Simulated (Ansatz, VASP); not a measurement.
## MgO: VASP beside Ansatz

INCAR

```
SYSTEM = MgO
ALGO = Normal
EDIFF = 1E-6
ENCUT = 520
GGA = PS
ISIF = 2
ISMEAR = 0
LASPH = .TRUE.
LCHARG = .FALSE.
LREAL = .FALSE.
LWAVE = .FALSE.
NBANDS = 16
NELM = 60
PREC = Accurate
SIGMA = 0.05
```

File KPOINTS:

```
k-points
0
G
  9 9 6
  0 0 0
```

File POSCAR:

```
MgO
1.0
    3.3724495628      0.0000000000      0.0000000000
   -1.6862247814      2.9206269943      0.0000000000
    0.0000000000      0.0000000000      4.4883431560
Mg O
2 2
Direct
    0.6666666667      0.3333333333      0.7500000000
    0.3333333333      0.6666666667      0.2500000000
    0.6666666667      0.3333333333      0.2500000000
    0.3333333333      0.6666666667      0.7500000000
```

Input for Ansatz:

```yaml
crystal:
  lattice:
    - [3.3724495628, 0.0, 0.0]
    - [-1.6862247814, 2.9206269943, 0.0]
    - [0.0, 0.0, 4.488343156]
  atoms:
    - { symbol: Mg, position: [0.6666666667, 0.3333333333, 0.75] }
    - { symbol: Mg, position: [0.3333333333, 0.6666666667, 0.25] }
    - { symbol: O, position: [0.6666666667, 0.3333333333, 0.25] }
    - { symbol: O, position: [0.3333333333, 0.6666666667, 0.75] }
basis:
  ecutwfc: 520.0
kpoints:
  mp_grid: { grid: [9, 9, 6] }
hamiltonian:
  xc: pbesol
  pseudopotentials: { kind: paw, azcp: { folder: soft_1 } }
scf:
  occupations: { method: gaussian, width: 0.05 }
output:
  forces: true
  stress: true
  eigenvalues: true
```

Change from the starting cell: mode 5 frozen in at +0.000 Å, strain +e along z and -e/2 along x and y +0.0700.

Alike in both runs: task single point; functional PBEsol; k mesh 9 × 9 × 6; occupations gaussian, width 0.05 eV; no spin polarisation.

|  | VASP | Ansatz |
| --- | --- | --- |
| version | VASP 6.6.1 | Ansatz 0.2.0 |
| potentials or method | VASP PAW PBE potentials, release 64 (Mg, O) | scalar-relativistic, plane waves, PAW |
| plane-wave cutoff (eV) | 520 | 520 |
| valence electrons in the cell | 16 | 32 |

Ansatz gave:

```
gap on the k mesh at the Fermi level (eV)       : 3.19
least direct gap on the mesh (eV)               : 3.19
pressure (GPa)                                  : 2.6
largest component of the traceless stress (GPa) : 10.42
```

**Question.** What did VASP give for the same quantities?

**Answer.** gap on the k mesh at the Fermi level (eV): 3.18; least direct gap on the mesh (eV): 3.18; pressure (GPa): 2.2; largest component of the traceless stress (GPa): 10.59.

With one functional, cell and mesh, what is left measures potentials, basis and numerics. The two sets of potentials don't hold the same shells in valence. Ansatz warned: «pseudo_functional_mismatch».

Caveats: the PAW data sets were made with another functional, which shifts forces and pressure a little (VASP).
